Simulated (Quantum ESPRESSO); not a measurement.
# B (Pm-3m) in Quantum ESPRESSO: a series of runs

Runs on B. Level: LDA. Tasks: phonons.

Everything below comes from runs of Quantum ESPRESSO 7.5. Logs are shortened: lines on timing, memory, paths and dates and some standing lists are left out, and cuts for length are marked.

### 1 The crystal as given

Symmetry: Pm-3m, No. 221, cubic system. Conventional cell: a = 1.885 Å, b = 1.885 Å, c = 1.885 Å, α = 90.00°, β = 90.00°, γ = 90.00°. B (site symmetry m-3m) is surrounded by 6 B at 1.89 Å.

The cell was built by a generator and needn't be a form met in nature.

### 2 Phonons, LDA

Contents of pw.in:

```
&CONTROL
  calculation = 'scf'
  prefix = 'pwscf'
  outdir = './tmp'
  pseudo_dir = './pseudo'
  tprnfor = .true.
  tstress = .true.
  disk_io = 'low'
/
&SYSTEM
  ibrav = 0
  nat = 1
  ntyp = 1
  ecutwfc = 45
  ecutrho = 360
  nbnd = 6
  occupations = 'smearing'
  smearing = 'fd'
  degauss = 0.00367493
/
&ELECTRONS
  conv_thr = 2d-10
  electron_maxstep = 120
  mixing_beta = 0.5
/
ATOMIC_SPECIES
B     10.8100 b_lda_v1.4.uspp.F.UPF
CELL_PARAMETERS angstrom
   1.8852400000    0.0000000000    0.0000000000
   0.0000000000    1.8852400000    0.0000000000
   0.0000000000    0.0000000000    1.8852400000
ATOMIC_POSITIONS crystal
B      0.5000000000    0.5000000000    0.5000000000
K_POINTS automatic
4 4 4 0 0 0
```

Contents of scf2.in:

```
&CONTROL
  calculation = 'scf'
  prefix = 'pwscf'
  outdir = './tmp'
  pseudo_dir = './pseudo'
  tprnfor = .true.
  tstress = .true.
  disk_io = 'low'
/
&SYSTEM
  ibrav = 0
  nat = 1
  ntyp = 1
  ecutwfc = 45
  ecutrho = 360
  nbnd = 6
  occupations = 'smearing'
  smearing = 'fd'
  degauss = 0.00367493
/
&ELECTRONS
  conv_thr = 1d-13
  electron_maxstep = 120
  mixing_beta = 0.5
  startingpot = 'file'
  startingwfc = 'file'
/
ATOMIC_SPECIES
B     10.8100 b_lda_v1.4.uspp.F.UPF
CELL_PARAMETERS angstrom
   1.8852400000    0.0000000000    0.0000000000
   0.0000000000    1.8852400000    0.0000000000
   0.0000000000    0.0000000000    1.8852400000
ATOMIC_POSITIONS crystal
B      0.5000000000    0.5000000000    0.5000000000
K_POINTS automatic
4 4 4 0 0 0
```

Contents of ph.in:

```
phonons of B
&INPUTPH
  prefix = 'pwscf'
  outdir = './tmp'
  tr2_ph = 1d-18
  fildyn = 'dyn'
  niter_ph = 90
  alpha_mix(1) = 0.4
/
0.5000000000 0.5000000000 0.5000000000
```

Potentials or basis: GBRV 1.5 LDA.

On the command line:

```sh
> OMP_NUM_THREADS=1 pw.x -in pw.in > pw.out
> OMP_NUM_THREADS=1 pw.x -in scf2.in > scf2.out
> OMP_NUM_THREADS=1 ph.x -in ph.in > ph.out
```

pw.out:

```text
This program is part of the open-source Quantum ESPRESSO suite
     for quantum simulation of materials; please cite
[... 9 lines left out ...]
     --------------------
     sticks:   dense  smooth     PW     G-vecs:    dense   smooth      PW
     Sum         357     177     69                 5185     1839     437

     Using Slab Decomposition

     bravais-lattice index     =            0
     lattice parameter (alat)  =       3.5626  a.u.
     unit-cell volume          =      45.2165 (a.u.)^3
     number of atoms/cell      =            1
     number of atomic types    =            1
     number of electrons       =         3.00
     number of Kohn-Sham states=            6
     kinetic-energy cutoff     =      45.0000  Ry
     charge density cutoff     =     360.0000  Ry
     scf convergence threshold =      2.0E-10
     mixing beta               =       0.5000
     number of iterations used =            8  plain     mixing
     Exchange-correlation=  SLA  PZ   NOGX NOGC
                           (   1   1   0   0   0   0   0)

     celldm(1)=   3.562587  celldm(2)=   0.000000  celldm(3)=   0.000000
     celldm(4)=   0.000000  celldm(5)=   0.000000  celldm(6)=   0.000000

     crystal axes: (cart. coord. in units of alat)
               a(1) = (   1.000000   0.000000   0.000000 )
               a(2) = (   0.000000   1.000000   0.000000 )
               a(3) = (   0.000000   0.000000   1.000000 )

     reciprocal axes: (cart. coord. in units 2 pi/alat)
               b(1) = (  1.000000  0.000000  0.000000 )
               b(2) = (  0.000000  1.000000  0.000000 )
               b(3) = (  0.000000  0.000000  1.000000 )

     PseudoPot. # 1 for B  read from file:
     b_lda_v1.4.uspp.F.UPF
     Pseudo is Ultrasoft + core correction, Zval =  3.0
     Generated by new atomic code, or converted to UPF format
     Using radial grid of  781 points,  4 beta functions with:
                l(1) =   0
                l(2) =   0
                l(3) =   1
                l(4) =   1
     Q(r) pseudized with  8 coefficients,  rinner =    1.100   1.100   1.100

     atomic species   valence    mass     pseudopotential
     B                 3.00    10.81000     B ( 1.00)

     48 Sym. Ops., with inversion, found

   Cartesian axes

     site n.     atom                  positions (alat units)
         1        B      tau(   1) = (   0.5000000   0.5000000   0.5000000  )

     number of k points=    10  Fermi-Dirac smearing, width (Ry)=  0.0037
                       cart. coord. in units 2pi/alat
        k(    1) = (   0.0000000   0.0000000   0.0000000), wk =   0.0312500
        k(    2) = (   0.0000000   0.0000000   0.2500000), wk =   0.1875000
        k(    3) = (   0.0000000   0.0000000  -0.5000000), wk =   0.0937500
        k(    4) = (   0.0000000   0.2500000   0.2500000), wk =   0.3750000
        k(    5) = (   0.0000000   0.2500000  -0.5000000), wk =   0.3750000
        k(    6) = (   0.0000000  -0.5000000  -0.5000000), wk =   0.0937500
        k(    7) = (   0.2500000   0.2500000   0.2500000), wk =   0.2500000
        k(    8) = (   0.2500000   0.2500000  -0.5000000), wk =   0.3750000
        k(    9) = (   0.2500000  -0.5000000  -0.5000000), wk =   0.1875000
        k(   10) = (  -0.5000000  -0.5000000  -0.5000000), wk =   0.0312500

     Dense  grid:     5185 G-vectors     FFT dimensions: (  24,  24,  24)

     Smooth grid:     1839 G-vectors     FFT dimensions: (  15,  15,  15)

     Initial potential from superposition of free atoms

     starting charge       2.9998, renormalised to       3.0000
     Starting wfcs are    4 randomized atomic wfcs +    2 random wfcs

     Self-consistent Calculation

     iteration #  1     ecut=    45.00 Ry     beta= 0.50
     Davidson diagonalization with overlap
     ethr =  1.00E-02,  avg # of iterations =  5.5

     Threshold (ethr) on eigenvalues was too large:
     Diagonalizing with lowered threshold

     Davidson diagonalization with overlap
     ethr =  1.24E-04,  avg # of iterations =  1.7

     total energy              =      -6.32728268 Ry
     estimated scf accuracy    <       0.00369858 Ry

     iteration #  2     ecut=    45.00 Ry     beta= 0.50
     Davidson diagonalization with overlap
     ethr =  1.23E-04,  avg # of iterations =  1.0

     total energy              =      -6.32716591 Ry
     estimated scf accuracy    <       0.00072349 Ry

     iteration #  3     ecut=    45.00 Ry     beta= 0.50
     Davidson diagonalization with overlap
     ethr =  2.41E-05,  avg # of iterations =  1.1

     total energy              =      -6.32720222 Ry
     estimated scf accuracy    <       0.00000362 Ry

     iteration #  4     ecut=    45.00 Ry     beta= 0.50
     Davidson diagonalization with overlap
     ethr =  1.21E-07,  avg # of iterations =  2.5

     total energy              =      -6.32720336 Ry
     estimated scf accuracy    <          1.4E-09 Ry

     iteration #  5     ecut=    45.00 Ry     beta= 0.50
     Davidson diagonalization with overlap
     ethr =  4.77E-11,  avg # of iterations =  3.0

     total energy              =      -6.32720339 Ry
     estimated scf accuracy    <          2.8E-10 Ry

     iteration #  6     ecut=    45.00 Ry     beta= 0.50
     Davidson diagonalization with overlap
     ethr =  9.37E-12,  avg # of iterations =  1.0

     End of self-consistent calculation

          k = 0.0000 0.0000 0.0000 (   251 PWs)   bands (ev):

    -5.3817  23.6922  23.6922  23.6922  34.4109  34.4109

          k = 0.0000 0.0000 0.2500 (   224 PWs)   bands (ev):

    -3.2834  13.4762  25.3033  25.3033  36.8439  41.3701

          k = 0.0000 0.0000-0.5000 (   232 PWs)   bands (ev):

     2.0275   4.1966  27.4925  27.4925  40.0541  41.6898

          k = 0.0000 0.2500 0.2500 (   223 PWs)   bands (ev):

    -1.1884  13.1664  18.4344  26.8317  34.7959  43.4813

          k = 0.0000 0.2500-0.5000 (   232 PWs)   bands (ev):

     4.2795   5.6647  20.4435  27.4541  28.8564  46.7506

          k = 0.0000-0.5000-0.5000 (   228 PWs)   bands (ev):

     8.2791   8.2791  14.7078  18.4673  30.5821  50.5042

          k = 0.2500 0.2500 0.2500 (   232 PWs)   bands (ev):

     0.8961  15.1597  15.1597  24.2562  34.9377  40.1276

          k = 0.2500 0.2500-0.5000 (   240 PWs)   bands (ev):

     6.4906   7.2765  18.2681  27.6831  28.2792  32.1856

          k = 0.2500-0.5000-0.5000 (   232 PWs)   bands (ev):

    10.3262  10.3262  14.1588  21.0299  29.1813  35.2567

          k =-0.5000-0.5000-0.5000 (   208 PWs)   bands (ev):

    13.5897  13.5897  13.5897  26.9290  26.9290  28.1961

     the Fermi energy is    10.3811 ev

!    total energy              =      -6.32720339 Ry
     estimated scf accuracy    <          8.8E-11 Ry
     smearing contrib. (-TS)   =      -0.00077495 Ry
     internal energy E=F+TS    =      -6.32642844 Ry

     The total energy is F=E-TS. E is the sum of the following terms:
     one-electron contribution =       3.68974221 Ry
     hartree contribution      =       0.07808659 Ry
     xc contribution           =      -2.92652342 Ry
     ewald contribution        =      -7.16773382 Ry

     convergence has been achieved in   6 iterations

     Forces acting on atoms (cartesian axes, Ry/au):

     atom    1 type  1   force =     0.00000000    0.00000000    0.00000000

     Total force =     0.000000     Total SCF correction =     0.000000

     Computing stress (Cartesian axis) and pressure

          total   stress  (Ry/bohr**3)                   (kbar)     P=     -129.92
  -0.00088315   0.00000000   0.00000000         -129.92        0.00        0.00
   0.00000000  -0.00088315   0.00000000            0.00     -129.92        0.00
   0.00000000   0.00000000  -0.00088315            0.00        0.00     -129.92

=------------------------------------------------------------------------------=
   JOB DONE.
=------------------------------------------------------------------------------=
```

It took 1.4 s on 1 thread of Arm Neoverse V2, shared host; peak memory 0.09 GiB.

What came out:

- Free energy: -86.0860 eV
- Pressure: -13.0 GPa
- Band gap on the k mesh: none (metal or under the smearing width)
- Highest phonon frequency at the q point run: 608 cm⁻¹

Phonon frequencies in cm⁻¹ (negative: imaginary):
```
              q point  frequencies
(0.500, 0.500, 0.500)  608 608 608
```

Phonon modes at q = (0.500, 0.500, 0.500) in reciprocal lattice units:
| mode | symmetry | cm⁻¹ |
| --- | --- | --- |
| 1 | T_2g | 608 |
| 2 | T_2g | 608 |
| 3 | T_2g | 608 |

Caveat: the k mesh is coarse (spacing up to 0.83 Å⁻¹), so the values aren't converged; the mesh is thin for the phonons of a metal; the cell is more than 3 GPa from zero pressure, which shifts response properties.

### 3 Phonons, LDA

Changes to pw.in since step 2:

```diff
@@ -34,2 +34,2 @@
 K_POINTS automatic
-4 4 4 0 0 0
+8 8 8 0 0 0
```

Changes to scf2.in since step 2:

```diff
@@ -36,2 +36,2 @@
 K_POINTS automatic
-4 4 4 0 0 0
+8 8 8 0 0 0
```

ph.in is that of step 2.

Potentials or basis: GBRV 1.5 LDA.

On the command line:

```sh
> OMP_NUM_THREADS=1 pw.x -in pw.in > pw.out
> OMP_NUM_THREADS=1 pw.x -in scf2.in > scf2.out
> OMP_NUM_THREADS=1 ph.x -in ph.in > ph.out
```

pw.out:

```text
This program is part of the open-source Quantum ESPRESSO suite
     for quantum simulation of materials; please cite
[... 9 lines left out ...]
     --------------------
     sticks:   dense  smooth     PW     G-vecs:    dense   smooth      PW
     Sum         357     177     69                 5185     1839     437

     Using Slab Decomposition

     bravais-lattice index     =            0
     lattice parameter (alat)  =       3.5626  a.u.
     unit-cell volume          =      45.2165 (a.u.)^3
     number of atoms/cell      =            1
     number of atomic types    =            1
     number of electrons       =         3.00
     number of Kohn-Sham states=            6
     kinetic-energy cutoff     =      45.0000  Ry
     charge density cutoff     =     360.0000  Ry
     scf convergence threshold =      2.0E-10
     mixing beta               =       0.5000
     number of iterations used =            8  plain     mixing
     Exchange-correlation=  SLA  PZ   NOGX NOGC
                           (   1   1   0   0   0   0   0)

     celldm(1)=   3.562587  celldm(2)=   0.000000  celldm(3)=   0.000000
     celldm(4)=   0.000000  celldm(5)=   0.000000  celldm(6)=   0.000000

     crystal axes: (cart. coord. in units of alat)
               a(1) = (   1.000000   0.000000   0.000000 )
               a(2) = (   0.000000   1.000000   0.000000 )
               a(3) = (   0.000000   0.000000   1.000000 )

     reciprocal axes: (cart. coord. in units 2 pi/alat)
               b(1) = (  1.000000  0.000000  0.000000 )
               b(2) = (  0.000000  1.000000  0.000000 )
               b(3) = (  0.000000  0.000000  1.000000 )

     PseudoPot. # 1 for B  read from file:
     b_lda_v1.4.uspp.F.UPF
     Pseudo is Ultrasoft + core correction, Zval =  3.0
     Generated by new atomic code, or converted to UPF format
     Using radial grid of  781 points,  4 beta functions with:
                l(1) =   0
                l(2) =   0
                l(3) =   1
                l(4) =   1
     Q(r) pseudized with  8 coefficients,  rinner =    1.100   1.100   1.100

     atomic species   valence    mass     pseudopotential
     B                 3.00    10.81000     B ( 1.00)

     48 Sym. Ops., with inversion, found

   Cartesian axes

     site n.     atom                  positions (alat units)
         1        B      tau(   1) = (   0.5000000   0.5000000   0.5000000  )

     number of k points=    35  Fermi-Dirac smearing, width (Ry)=  0.0037
                       cart. coord. in units 2pi/alat
        k(    1) = (   0.0000000   0.0000000   0.0000000), wk =   0.0039062
        k(    2) = (   0.0000000   0.0000000   0.1250000), wk =   0.0234375
        k(    3) = (   0.0000000   0.0000000   0.2500000), wk =   0.0234375
        k(    4) = (   0.0000000   0.0000000   0.3750000), wk =   0.0234375
        k(    5) = (   0.0000000   0.0000000  -0.5000000), wk =   0.0117188
        k(    6) = (   0.0000000   0.1250000   0.1250000), wk =   0.0468750
[... 27 lines left out ...]
        k(   34) = (   0.3750000  -0.5000000  -0.5000000), wk =   0.0234375
        k(   35) = (  -0.5000000  -0.5000000  -0.5000000), wk =   0.0039062

     Dense  grid:     5185 G-vectors     FFT dimensions: (  24,  24,  24)

     Smooth grid:     1839 G-vectors     FFT dimensions: (  15,  15,  15)

     Initial potential from superposition of free atoms

     starting charge       2.9998, renormalised to       3.0000
     Starting wfcs are    4 randomized atomic wfcs +    2 random wfcs

     Self-consistent Calculation

     iteration #  1     ecut=    45.00 Ry     beta= 0.50
     Davidson diagonalization with overlap
     ethr =  1.00E-02,  avg # of iterations =  5.4

     Threshold (ethr) on eigenvalues was too large:
     Diagonalizing with lowered threshold

     Davidson diagonalization with overlap
     ethr =  1.04E-04,  avg # of iterations =  2.1

     total energy              =      -6.30058040 Ry
     estimated scf accuracy    <       0.00310180 Ry

     iteration #  2     ecut=    45.00 Ry     beta= 0.50
     Davidson diagonalization with overlap
     ethr =  1.03E-04,  avg # of iterations =  1.0

     total energy              =      -6.30049328 Ry
     estimated scf accuracy    <       0.00060455 Ry

     iteration #  3     ecut=    45.00 Ry     beta= 0.50
     Davidson diagonalization with overlap
     ethr =  2.02E-05,  avg # of iterations =  1.0

     total energy              =      -6.30052412 Ry
     estimated scf accuracy    <       0.00000315 Ry
[... 5 lines left out ...]
     total energy              =      -6.30052510 Ry
     estimated scf accuracy    <          5.7E-09 Ry

     iteration #  5     ecut=    45.00 Ry     beta= 0.50
     Davidson diagonalization with overlap
     ethr =  1.90E-10,  avg # of iterations =  2.9

     total energy              =      -6.30052512 Ry
     estimated scf accuracy    <          3.4E-10 Ry

     iteration #  6     ecut=    45.00 Ry     beta= 0.50
     Davidson diagonalization with overlap
     ethr =  1.12E-11,  avg # of iterations =  1.1

     End of self-consistent calculation

          k = 0.0000 0.0000 0.0000 (   251 PWs)   bands (ev):

    -5.3887  23.6695  23.6695  23.6695  34.4062  34.4062

          k = 0.0000 0.0000 0.1250 (   235 PWs)   bands (ev):

    -4.8624  19.6085  24.1018  24.1018  35.0241  38.9588

          k = 0.0000 0.0000 0.2500 (   224 PWs)   bands (ev):

    -3.2910  13.4624  25.2788  25.2788  36.8387  41.3657

          k = 0.0000 0.0000 0.3750 (   224 PWs)   bands (ev):

    -0.7147   7.9248  26.7331  26.7331  39.6135  40.4507

          k = 0.0000 0.0000-0.5000 (   232 PWs)   bands (ev):
[... 107 lines left out ...]
          k = 0.3750 0.3750 0.3750 (   244 PWs)   bands (ev):

     8.1886  13.5815  13.5815  25.1465  29.7008  30.6867

          k = 0.3750 0.3750-0.5000 (   234 PWs)   bands (ev):

    10.9127  11.0390  14.7608  25.6076  27.8796  28.2439

          k = 0.3750-0.5000-0.5000 (   236 PWs)   bands (ev):

    12.3757  12.3757  13.7392  24.1181  28.4248  29.3942

          k =-0.5000-0.5000-0.5000 (   208 PWs)   bands (ev):

    13.5706  13.5706  13.5706  26.9289  26.9289  28.1696

     the Fermi energy is     9.9028 ev

!    total energy              =      -6.30052512 Ry
     estimated scf accuracy    <          2.5E-12 Ry
     smearing contrib. (-TS)   =      -0.00023820 Ry
     internal energy E=F+TS    =      -6.30028692 Ry

     The total energy is F=E-TS. E is the sum of the following terms:
     one-electron contribution =       3.71630151 Ry
     hartree contribution      =       0.07555332 Ry
     xc contribution           =      -2.92440793 Ry
     ewald contribution        =      -7.16773382 Ry

     convergence has been achieved in   6 iterations

     Forces acting on atoms (cartesian axes, Ry/au):

     atom    1 type  1   force =     0.00000000    0.00000000    0.00000000

     Total force =     0.000000     Total SCF correction =     0.000000

     Computing stress (Cartesian axis) and pressure

          total   stress  (Ry/bohr**3)                   (kbar)     P=      -54.75
  -0.00037217   0.00000000   0.00000000          -54.75        0.00        0.00
   0.00000000  -0.00037217   0.00000000            0.00      -54.75        0.00
   0.00000000   0.00000000  -0.00037217            0.00        0.00      -54.75

=------------------------------------------------------------------------------=
   JOB DONE.
=------------------------------------------------------------------------------=
```

scf2.out:

```text
This program is part of the open-source Quantum ESPRESSO suite
     for quantum simulation of materials; please cite
[... 9 lines left out ...]
     --------------------
     sticks:   dense  smooth     PW     G-vecs:    dense   smooth      PW
     Sum         357     177     69                 5185     1839     437
[... 276 lines left out ...]
  -0.00037217   0.00000000   0.00000000          -54.75        0.00        0.00
   0.00000000  -0.00037217   0.00000000            0.00      -54.75        0.00
   0.00000000   0.00000000  -0.00037217            0.00        0.00      -54.75

=------------------------------------------------------------------------------=
   JOB DONE.
=------------------------------------------------------------------------------=
```

ph.out:

```text
This program is part of the open-source Quantum ESPRESSO suite
     for quantum simulation of materials; please cite
         "P. Giannozzi et al., J. Phys.:Condens. Matter 21 395502 (2009);
         "P. Giannozzi et al., J. Phys.:Condens. Matter 29 465901 (2017);
         "P. Giannozzi et al., J. Chem. Phys. 152 154105 (2020);
     in publications or presentations arising from this work. More details at

[... 632 lines left out ...]

     freq (   1-   3) =        426.4  [cm-1]   --> T_2g G_25' G_5+

     INITIALIZATION:

     DYNAMICAL MATRIX:

      Additional routines

=------------------------------------------------------------------------------=
   JOB DONE.
=------------------------------------------------------------------------------=
```

Wall time 2.5 s (1 thread of Arm Neoverse V2, shared host); peak memory 0.09 GiB.

What came out:

```yaml
Free_energy: -85.7230 eV
Pressure: -5.5 GPa
Band_gap_on_the_k_mesh: none (metal or under the smearing width)
Highest_phonon_frequency_at_the_q_point_run: 426 cm⁻¹
```

Phonon frequencies in cm⁻¹ (negative: imaginary):
| q point | frequencies |
| --- | --- |
| (0.500, 0.500, 0.500) | 426 426 426 |

Phonon modes at q = (0.500, 0.500, 0.500) in reciprocal lattice units:
```tsv
mode	symmetry	cm⁻¹
1	T_2g	426
2	T_2g	426
3	T_2g	426
```

Caveat: the k mesh is coarse (spacing up to 0.42 Å⁻¹), so the values aren't converged; the mesh is thin for the phonons of a metal; the cell is more than 3 GPa from zero pressure, which shifts response properties.

(Part 1 of 2 ends here.)
